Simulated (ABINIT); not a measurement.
Runs of ABINIT 10.8.3 (patched build) on Bi. The structure is trigonal, space group R-3m (No. 166). The conventional cell has a = 4.535 Å, b = 4.535 Å, c = 11.814 Å, α = 90.00°, β = 90.00°, γ = 120.00°. Bi (site symmetry 3m) has 6 Bi at 3.06 to 3.52 Å as nearest neighbours. 

```tsv
level	gap on the mesh (eV)	pressure (GPa)	largest force (eV/Å)
PW91	-	(b)	0.20
revPBE	(a)	2.6	0.23
WC	-	-0.7	0.16
SCAN	0.37	-0.7	(c)
```

Alike in all rows: task band structure; potentials or basis JTH PAW PBE v2.0; no spin polarisation; cell as given; k mesh 7 × 7 × 7; cutoff (eV) 707; smearing fermi-dirac 0.05 eV.

Question: Fill in the values left out.

Answer: (a) 0.27; (b) 1.5; (c) 0.06.

Caveats: the PAW data sets were made with another functional, which shifts forces and pressure a little; spin-orbit coupling is left out, which moves the levels of the heavy elements (some runs); spin-orbit coupling is left out, which as a rule narrows the gap of such compounds by several tenths of an eV (some runs); the mesh misses the band edges, which the band path finds closer together (some runs).

A k mesh can miss the band edges, and the runs leave out spin-orbit coupling on Bi.
